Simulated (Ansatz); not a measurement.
Working through a convergence test of the plane-wave cutoff of PbS, space group R3m

With Ansatz 0.2.0, Python API.

Notebook, run cell by cell (the value of a cell's last expression is shown):

```python
import ansatz as az
import numpy as np
import pandas as pd
```

```python
FUNCTIONAL = 'r2scan'

vectors = np.array([
    [2.112662, 1.219746, 3.451916],
    [-2.112662, 1.219746, 3.451916],
    [0.0, -2.439492, 3.451916],
])
system = (
    az.Lattice.of(vectors)
    .atom('Pb', [0.980566, 0.980566, 0.980566])
    .atom('S', [0.475036, 0.475036, 0.475036])
)
```

```python
base = (
    system.calculation()
    .functional(FUNCTIONAL)
    .kpoints(6)
    .occupations(az.OccupationsMethod.FIXED)
    .stress()
)
```

```python
rows = []
for value in [300, 400, 500, 600, 700]:
    summary = base.basis(value).run(threads=1).report
    rows.append((value, summary['free_energy_ev'] / len(summary['lattice']['sites']), summary['n_iterations'], sum(summary['stress_gpa'][i][i] for i in range(3)) / 3, summary['n_pw']))
```

    DeckWarning: basis.ecutwfc = 300 eV is below the records' recommended 500 eV, and the density's cutoff is lower with it unless basis.ecutrho_ratio is high enough to keep the records' density cutoff: compare with a run at a higher cutoff
    DeckWarning: basis.ecutwfc = 400 eV is below the records' recommended 500 eV, and the density's cutoff is lower with it unless basis.ecutrho_ratio is high enough to keep the records' density cutoff: compare with a run at a higher cutoff

```python
table = pd.DataFrame(rows, columns=['cutoff (eV)', 'F/atom (eV)', 'iterations', 'P (GPa)', 'plane waves'])
table.round(5)
```

       cutoff (eV)  F/atom (eV)  iterations  P (GPa)  plane waves
    0          300  -6413.97152           7  0.02184          609
    1          400  -6414.00049           7 -0.03726          941
    2          500  -6414.00166           7 -0.03529         1363
    3          600  -6414.00204           7 -0.03526         1807
    4          700  -6414.00220           7 -0.03553         2229

```python
# differences from the last row
for row in rows[:-1]:
    shift = 1000 * (row[1] - rows[-1][1])
    print(f'{row[0]}: {shift:+.2f} meV/atom' + ('  (within 1 meV)' if abs(shift) < 1 else ''))
```

    300: +30.68 meV/atom
    400: +1.71 meV/atom
    500: +0.54 meV/atom  (within 1 meV)
    600: +0.16 meV/atom  (within 1 meV)

From 500 eV on it stays within 1 meV an atom of the value at 700 eV; the first row (300 eV) is off by 30.7 meV and the last but one by 0.16 meV. The energy falls steadily, as expected when plane waves are added. The pressure moves from 0.02 to -0.04 GPa (the program's stress holds a Pulay correction, so it settles early). The last run costs about 3.5 times the first.

Pressure is positive in compression. Spin-orbit coupling, which matters for elements this heavy, is left out. The structure comes from a database of computed cells and needn't be a stable or known phase. Warnings are shown shortened and without file and line. Shifts are counted from the last row, which is itself no proven limit. The whole script took 36 s on 1 thread of Arm Neoverse V1, with other jobs on the host, peak memory 0.76 GiB.
